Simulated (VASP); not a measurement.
TiS2, 3 atoms in the cell. The structure is trigonal, space group P-3m1 (No. 164). The conventional cell has a = 3.318 Å, b = 3.318 Å, c = 5.539 Å, α = 90.00°, β = 90.00°, γ = 120.00°. Ti (site symmetry -3m) has 6 S at 2.36 Å as nearest neighbours. S (site symmetry 3m) is surrounded by 3 Ti at 2.36 Å. 

| Item | Value |
| --- | --- |
| Program | VASP 6.6.1 |
| Task | single point |
| Functional | r2SCAN |
| Potentials or basis | VASP PAW PBE potentials, release 64 (Ti_sv, S) |
| Cutoff | 520 eV |
| k mesh | 6 × 6 × 3 |
| Occupations | methfessel-paxton, width 0.02 eV |
| Spin | no spin polarisation |
| Dipole correction | no |
| Further INCAR settings | ALGO = Normal; EDIFF = 1e-06; NBANDS = 19 |

Potentials or basis: VASP PAW PBE potentials, release 64 (Ti_sv, S).

Command:

```bash
$ cat potpaw_PBE.64/Ti_sv/POTCAR potpaw_PBE.64/S/POTCAR > POTCAR
$ cp INCAR.step1 INCAR
$ mpirun -np 1 vasp_std > vasp.out
$ cp INCAR.step2 INCAR
$ mpirun -np 1 vasp_std > vasp.out
```

Hardware: 1 thread of Intel(R) Xeon(R) Platinum 8488C (Sapphire Rapids) (shared host).

Q: How long does it take, and how much memory?

A: Wall time 48 s on 1 thread of Intel(R) Xeon(R) Platinum 8488C (Sapphire Rapids) (shared host), peak memory 0.18 GiB. Counts: scf iterations 11, k points 17.
